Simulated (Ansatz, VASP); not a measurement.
## Two plane-wave programs on Ti

Contents of INCAR:

```
PREC     = Accurate       # precision mode
ENCUT    = 520            # plane-wave cutoff, eV
EDIFF    = 1E-8           # SCF threshold, eV
ISMEAR   = -1             # smearing method
SIGMA    = 0.05           # smearing width, eV
LREAL    = False          # projectors in reciprocal space
LASPH    = True           # aspherical terms in the spheres
NELM     = 60             # most SCF steps
ALGO     = Normal         # electronic algorithm
ISIF     = 2              # what is computed and relaxed
LWAVE    = False          # write WAVECAR
LCHARG   = False          # write CHGCAR
GGA      = PS             # functional
LEFG     = True         
NBANDS   = 12             # bands
```

KPOINTS

```
regular mesh
0
Gamma
  14 14 14
```

The input POSCAR:

```
Ti
1.0
   -1.6299862453      1.6299862453      1.6299862453
    1.6299862453     -1.6299862453      1.6299862453
    1.6299862453      1.6299862453     -1.6299862453
Ti
1
Direct
    0.0000000000      0.0000000000      0.0000000000
```

Input for Ansatz:

```yaml
crystal:
  lattice:
    - [-1.6299862453, 1.6299862453, 1.6299862453]
    - [1.6299862453, -1.6299862453, 1.6299862453]
    - [1.6299862453, 1.6299862453, -1.6299862453]
  atoms:
    - { symbol: Ti, position: [0.0, 0.0, 0.0] }
kpoints:
  mp_grid: { grid: [14, 14, 14] }
scf:
  occupations: { method: fermi_dirac, width: 0.05 }
hamiltonian:
  xc: pbesol
  pseudopotentials: { kind: paw }
output:
  forces: true
  stress: true
  eigenvalues: true
  efg: { contact_densities: true }
```

Change from the starting cell: volume scaled by 0.98, PAW files.

Alike in both runs: task electric field gradients; functional PBEsol; k mesh 14 × 14 × 14; occupations fermi-dirac, width 0.05 eV; no spin polarisation.

|  | VASP | Ansatz |
| --- | --- | --- |
| version | VASP 6.6.1 | Ansatz 0.2.0 |
| potentials or method | VASP PAW PBE potentials, release 64 (Ti_sv) | PAW with Ansatz's default frozen-core files, scalar-relativistic |
| plane-wave cutoff (eV) | 520 | 420 |
| valence electrons in the cell | 12 | 12 |

Ansatz gave:

| Property | Result |
| --- | --- |
| pressure (GPa) | -4.8 |
| Vzz of the field gradient on the site that differs most (V/Å²) | 0.0 |

Problem. What did VASP give for the same quantities?

Solution. Pressure (GPa): -5.0; Vzz of the field gradient on the site that differs most (V/Å²): 0.0.

Caveats: the PAW data sets were made with another functional, which shifts forces and pressure a little (VASP).
